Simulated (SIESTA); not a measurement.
Crystal: SnSe.

```xyz
2
Lattice="0.0000 3.0100 3.0100 3.0100 0.0000 3.0100 3.0100 3.0100 0.0000" Properties=species:S:1:pos:R:3 pbc="T T T"
Sn    0.0000    0.0000    0.0000
Se    3.0100    3.0100    3.0100
```

Measurements of this composition are mostly on another form, of space group No. 62.

Base run:

```yaml
Program: SIESTA 5.4.2
Functional: vdW-DF-cx
Potentials_or_basis: PseudoDojo 0.4 standard (PBE files)
Basis: DZP (energy shift 0.003 Ry; two zetas on semicore shells)
Grid_cutoff: 500 Ry
Energy_shift: 0.003 Ry
k_mesh: 8 × 8 × 8
Occupations: fermi-dirac, width 0.05 eV
Spin: no spin polarisation
```

Its results: pressure 0.8 GPa.

Q: The run is repeated on the same cell with these changes: functional from vdW-DF-cx to BLYP. What comes out?

A: Pressure 6.2 GPa.

Caveats: the potentials were made for another functional, which shifts forces and pressure; the basis of atomic orbitals isn't converged, which shifts pressures, moduli and gaps.
